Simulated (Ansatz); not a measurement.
# Calculated ¹⁷O NMR of the central transition for SiO₂

Cell: a Materials Project structure (computed, not necessarily an observed phase).

```
CELL_PARAMETERS angstrom
-2.62334 4.77675 4.44167
2.62334 -4.77675 4.44167
2.62334 4.77675 -4.44167
ATOMIC_POSITIONS crystal
Si 0.92955 0.84494 0.08460
Si 0.73966 0.15506 0.58460
Si 0.07045 0.15506 0.91540
Si 0.26034 0.84494 0.41540
O 0.13069 0.88069 0.25000
O 0.86931 0.11931 0.75000
O 0.79318 0.50000 0.79318
O 0.20682 0.00000 0.70682
O 0.20682 0.50000 0.20682
O 0.79318 0.00000 0.29318
O 0.00000 0.00000 0.00000
O 0.50000 0.00000 0.50000
```

Sites (sets of like atoms) are named by element and the number of their first atom in this list.

The numbers come from a DFT calculation in Ansatz (r2SCAN, plane waves and PAW (field gradients read without the response of the frozen cores, which leaves them typically 4 to 6 % off), scalar-relativistic, 500 eV cutoff, Γ-centred 5×5×5 k-points, Fermi–Dirac smearing 0.02 eV).

¹⁷O has I = 5/2 and Q = -25.58 mb (Pyykkö 2018); at 28.2 T its Larmor frequency is ν₀ = 162.8 MHz. Only the quadrupole interaction is simulated: positions count from each site's isotropic chemical shift, and J coupling is left out, as are shift anisotropy and dipolar coupling, which fast spinning averages.

Task: Simulate the second-order pattern (fast magic-angle spinning, Gaussian broadening 0.1 kHz) of site O5 (2 Si at 1.61 Å, angle 157°).

Result: The calculation gives C_Q = -6.14 MHz and η = 0.07, so ν_Q = 0.921 MHz and the centre of gravity lies at -8.55 ppm (-1.39 kHz).

offset (kHz), height and a bar:
```
   -3.632          0 
   -3.545          0 
   -3.457          3 #
   -3.370          5 ##
   -3.283          5 ##
   -3.196          5 ##
   -3.108          5 ##
   -3.021          6 ##
   -2.934          6 ##
   -2.847          6 ##
   -2.760          6 ##
   -2.672          6 ##
   -2.585          6 ##
   -2.498          6 ##
   -2.411          7 ##
   -2.323          9 ###
   -2.236         36 ###########
   -2.149         76 #######################
   -2.062         73 ######################
   -1.974         54 ################
   -1.887         46 ##############
   -1.800         42 #############
   -1.713         40 ############
   -1.626         39 ############
   -1.538         38 ###########
   -1.451         37 ###########
   -1.364         38 ###########
   -1.277         38 ###########
   -1.189         39 ############
   -1.102         40 ############
   -1.015         42 #############
   -0.928         45 ##############
   -0.840         50 ###############
   -0.753         57 #################
   -0.666         74 ######################
   -0.579        100 ##############################
   -0.491         78 ########################
   -0.404         24 #######
   -0.317          1 
   -0.230          0
```

At O5 V_zz points along the line of its two bonds (within 1°).
